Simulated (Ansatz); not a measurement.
An Ansatz run on rocksalt SrO left the output below. The geometry is the r2SCAN minimum.

The cell given to it:
```cif
data_structure
_symmetry_space_group_name_H-M 'P 1'
_symmetry_Int_Tables_number 1
_cell_length_a 3.6485
_cell_length_b 3.6485
_cell_length_c 3.6485
_cell_angle_alpha 60.000
_cell_angle_beta 60.000
_cell_angle_gamma 60.000
_cell_volume 34.34
loop_
_atom_site_label
_atom_site_type_symbol
_atom_site_fract_x
_atom_site_fract_y
_atom_site_fract_z
_atom_site_occupancy
Sr1 Sr 0.00000 0.00000 0.00000 1
O1 O 0.50000 0.50000 0.50000 1
```

Abridged output:
```
scf.n_extra_bands = 8 over 16 filled bands (N_el = 16.0): the run solves 24 bands
Crystal: 2 atoms, lattice volume = 34.343 Å³
Basis set: ecut = 420 eV, 645 PW (Γ)
Bands: 24, of which v1, the nominal top of the filled ones, is band 16 counted from 1 (15 counted from 0)
Symmetry: 48 space group operations + 48 with time reversal
Magnetic group: BNS 225.117 (UNI 1619)
k-points: 29 of 512
Projection manifold: j_resolved (fully-relativistic pseudo-atomic orbitals)
SCF 1 converged in 8 iterations: F = -4115.237828 eV  dr2 = 2.38e-8
Free energy (F): -4115.237828 eV
Fermi energy:    7.844842 eV
--- Per-component energies (eV) ---
  E_band       = -59.993973
  E_kinetic    = 422.870850
  E_local      = -868.993462
  E_nonlocal   = 250.187860
  E_hartree    = 235.503500
  E_xc         = -249.310696
  E_vxc        = -259.112827
  E_paw        = -2852.955823
  E_vpaw       = -75.957763
  E_ewald      = -1052.542463
--- Forces (eV/Å), atoms counted from 1 ---
  atom   1  Sr      0.00000      0.00000      0.00000
  atom   2  O       0.00000      0.00000      0.00000
--- Stress (GPa, compression-positive) ---
        1.803969       0.000000       0.000000
        0.000000       1.803969       0.000000
        0.000000       0.000000       1.803969
  P = ⅓ Tr σ = 1.8040 GPa (18.040 kbar)
--- Band table (eV; the first three rows and the last of 29) ---
  k-point 0: bands = […, -5.7915, -5.7915, 7.7837, 7.7837, 7.8448, 7.8448, 7.8448, 7.8448, 11.7583, 11.7583, 14.0494, 14.0494, 14.0494, 14.0494, …]
  k-point 1: bands = […, -5.6136, -5.6136, 7.3777, 7.3777, 7.6203, 7.6203, 7.6537, 7.6537, 12.4505, 12.4505, 13.9011, 13.9011, 14.3478, 14.3478, …]
  k-point 2: bands = […, -5.2729, -5.2729, 6.5725, 6.5725, 7.2161, 7.2161, 7.2412, 7.2412, 13.7976, 13.7976, 13.9981, 13.9981, 15.1584, 15.1584, …]
  k-point 28: bands = […, -5.4972, -5.4972, 6.7318, 6.7318, 7.3599, 7.3599, 7.4390, 7.4390, 13.8399, 13.8399, 13.8422, 13.8422, 16.4128, 16.4128, …]
```

Levels at the listed points, from bands.tsv (eV from the Fermi energy, bands near the gap, counted from 0):
```tsv
# k_distance	band_6	band_7	band_8	band_9	band_10	band_11	band_12	band_13	band_14	band_15	band_16	band_17	band_18	band_19	band_20	band_21	band_22	band_23
# fermi_ev = 7.844842
# [0, 0, 0] at k_distance = 0.000000
# [0.5, 0, 0.5] at k_distance = 1.217722
# [0.625, 0.25, 0.625] at k_distance = 1.648252
# [0.375, 0.375, 0.75] at k_distance = 2.393952
# [0.5, 0.5, 0.5] at k_distance = 3.139652
# [0.5, 0.25, 0.75] at k_distance = 4.000711
# [0, 0.5, 0.5] at k_distance = 5.362166
# levels_relative_to = fermi_ev
0.000	-13.636	-13.636	-13.636	-13.636	-0.061	-0.061	0.000	0.000	0.000	0.000	3.913	3.913	6.205	6.205	6.205	6.205	6.243	6.243
1.218	-14.344	-14.344	-14.011	-14.011	-0.452	-0.452	-0.137	-0.137	-0.067	-0.067	3.298	3.298	7.747	7.747	10.145	10.145	10.218	10.218
1.648	-14.124	-14.124	-13.485	-13.485	-0.953	-0.953	-0.576	-0.576	-0.477	-0.477	4.780	4.780	7.848	7.848	8.676	8.676	10.106	10.106
2.394	-14.124	-14.124	-13.485	-13.485	-0.953	-0.953	-0.576	-0.576	-0.477	-0.477	4.780	4.780	7.848	7.848	8.676	8.676	10.106	10.106
3.140	-13.718	-13.718	-12.762	-12.762	-2.144	-2.144	-1.118	-1.118	-1.104	-1.104	6.522	6.522	8.315	8.315	8.790	8.790	8.840	8.840
4.001	-14.324	-14.324	-13.342	-13.342	-1.113	-1.113	-0.485	-0.485	-0.406	-0.406	5.995	5.995	5.997	5.997	8.568	8.568	11.064	11.064
5.362	-14.344	-14.344	-14.011	-14.011	-0.452	-0.452	-0.137	-0.137	-0.067	-0.067	3.298	3.298	7.747	7.747	10.145	10.145	10.218	10.218
```
In order the rows are Γ, X, U, K, L, W, X.

**Question.** Reconstruct the input.

**Answer.**
```yaml
crystal:
  # lattice and atoms as above
kpoints:
  mp_grid: { grid: [8, 8, 8] }
  band_path:
    path:
      - [0.0, 0.0, 0.0]
      - [0.5, 0.0, 0.5]
      - [0.625, 0.25, 0.625]
      - [0.375, 0.375, 0.75]
      - [0.5, 0.5, 0.5]
      - [0.5, 0.25, 0.75]
      - [0.0, 0.5, 0.5]
    npoints: 1
hamiltonian:
  xc: pbe
scf:
  occupations: { method: fixed }
  n_extra_bands: 8
magnetization:
  noncollinear: true
  spin_orbit: true
output:
  forces: true
  stress: true
  eigenvalues: true
```
The compression on the r2SCAN cell fits PBE, which tends to larger cells. Each band holds one electron and the count is doubled, so the run is non-collinear with spin-orbit coupling. A single point prints forces and stress when the output block asks for them. The lines shown narrow the functional down without fixing it; this is the one that was run. Keys that aren't typed take their defaults; thresholds and the kind of smearing can't be read off these lines.

Run as `ansatz run input.yaml --threads 2 --pin off --max-ram 2211MiB --backend cpu --events-out ev --progress --plain --runs-dir out`. It took 3 s on 2 threads of Arm Neoverse V2, on a shared host; peak host memory 0.35 GiB.

The values are computed, non-magnetic, and not measurements.
